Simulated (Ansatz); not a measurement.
SnO₂: two-dimensional strain map

Method: DFT LDA, scalar-relativistic, plane waves, PAW (Ansatz 0.2.0). Cutoff 420 eV, Γ-centred 6×6×8 k-points, Gaussian smearing of 0.05 eV. No spin polarisation. Energies are free energies at this smearing, counted from the undisturbed cell; pressure is positive in compression.

The undisturbed cell (relaxed at this level):

```yaml
crystal:
  lattice:
    - [4.72127, 0.00000, 0.00000]
    - [0.00000, 4.72425, 0.00000]
    - [0.00000, 0.00000, 3.19002]
  atoms:
    - { symbol: Sn, position: [0.50000, 0.50000, 0.50000] }
    - { symbol: Sn, position: [0.00000, 0.00000, 0.00000] }
    - { symbol: O, position: [0.30557, 0.30657, 0.00000] }
    - { symbol: O, position: [0.80557, 0.19343, 0.50000] }
    - { symbol: O, position: [0.19443, 0.80657, 0.50000] }
    - { symbol: O, position: [0.69443, 0.69343, 0.00000] }
```

The cell is strained by p along both x and y and by q along z, fractional coordinates fixed. Points are written (p, q).

Energy above the undisturbed cell in meV/atom (a dash: not computed):

```csv
p \ q,-0.030,-0.015,0.000,0.015,0.030
-0.030,72.8,47.4,31.3,23.5,23.1
-0.015,35.7,17.2,7.4,5.6,10.7
0.000,16.4,3.9,0.0,3.6,13.8
0.015,12.4,5.6,6.9,15.4,30.1
0.030,22.0,20.2,26.2,39.1,57.9
```

Pressure in GPa:

```
 p \ q  -0.030  -0.015  0.000  0.015  0.030
-0.030    24.6    19.0   13.9    9.4    5.3
-0.015    16.0    10.9    6.4    2.3   -1.3
 0.000     8.6     4.1    0.0   -3.6   -6.9
 0.015     2.3    -1.8   -5.4   -8.7  -11.6
 0.030    -3.1    -6.7  -10.0  -12.9  -15.5
```

Gap on the k-mesh in eV:

| p \ q | -0.030 | -0.015 | 0.000 | 0.015 | 0.030 |
| --- | --- | --- | --- | --- | --- |
| -0.030 | 2.30 | 2.06 | 1.82 | 1.60 | 1.39 |
| -0.015 | 1.95 | 1.71 | 1.48 | 1.26 | 1.04 |
| 0.000 | 1.62 | 1.39 | 1.16 | 0.94 | 0.73 |
| 0.015 | 1.32 | 1.09 | 0.87 | 0.65 | 0.44 |
| 0.030 | 1.05 | 0.82 | 0.60 | 0.39 | 0.18 |